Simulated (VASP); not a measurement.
Input of a VASP 6.6.1 run:

File INCAR:

```
SYSTEM = ZnO
PREC = Accurate
ENCUT = 600
EDIFF = 1E-7
ISMEAR = 0
SIGMA = 0.03
LREAL = .False.
LASPH = .True.
NELM = 80
ALGO = Normal
ISIF = 4
LWAVE = .False.
LCHARG = .False.
METAGGA = R2SCAN
LMIXTAU = .True.
IBRION = 2
NSW = 40
EDIFFG = -0.01
```

The input KPOINTS:

```
regular mesh
0
Gamma
  9 9 5
  0 0 0
```

POSCAR

```
ZnO                                     
1.0
    3.2408380726      0.0000000000      0.0000000000
   -1.6204190363      2.8066481004      0.0000000000
   -0.0000000000     -0.0000000000      5.2174932493
  Zn              O             
     2     2
Direct
     0.3333333332999970    0.6666666667000030    0.4997042150177862
     0.6666666667000030    0.3333333332999970    0.9997042150177862
     0.6666666667000030    0.3333333332999970    0.3793057849822148
     0.3333333332999970    0.6666666667000030    0.8793057849822148
```

Potentials or basis: VASP PAW PBE potentials, release 64 (Zn, O).

The run is started by

```bash
$ cat potpaw_PBE.64/Zn/POTCAR potpaw_PBE.64/O/POTCAR > POTCAR
$ mpirun -np 1 vasp_std > vasp.out
```

Question: Estimate the band gap on the k mesh.

Answer: 1.23 eV, direct.

Forces on the atoms (eV/Å):
```
Zn   0.000  0.000  0.002
Zn   0.000  0.000  0.002
O    0.000  0.000 -0.002
O    0.000  0.000 -0.002
```

Caveat: the relaxation stopped at its first step, so nothing moved; the PAW data sets were made with another functional, which shifts forces and pressure a little.

**Measured values to compare with.**

From “Electronic structure of alkaline earth and post-transition metal oxides”, 2009, arxiv:0908.1581, for a bulk crystal of ZnO: band gap 3.37 eV.

A measured gap of ZnO is 3.37 eV (quoted in “Electronic structure of alkaline earth and post-transition metal oxides”, 2009, arxiv:0908.1581); the calculated 1.23 eV misses it by -2.14 eV. So large a miss can be the level of theory's own, or it may mean another phase, state or a wrong row. The value is that of r2SCAN, without temperature or zero-point motion.
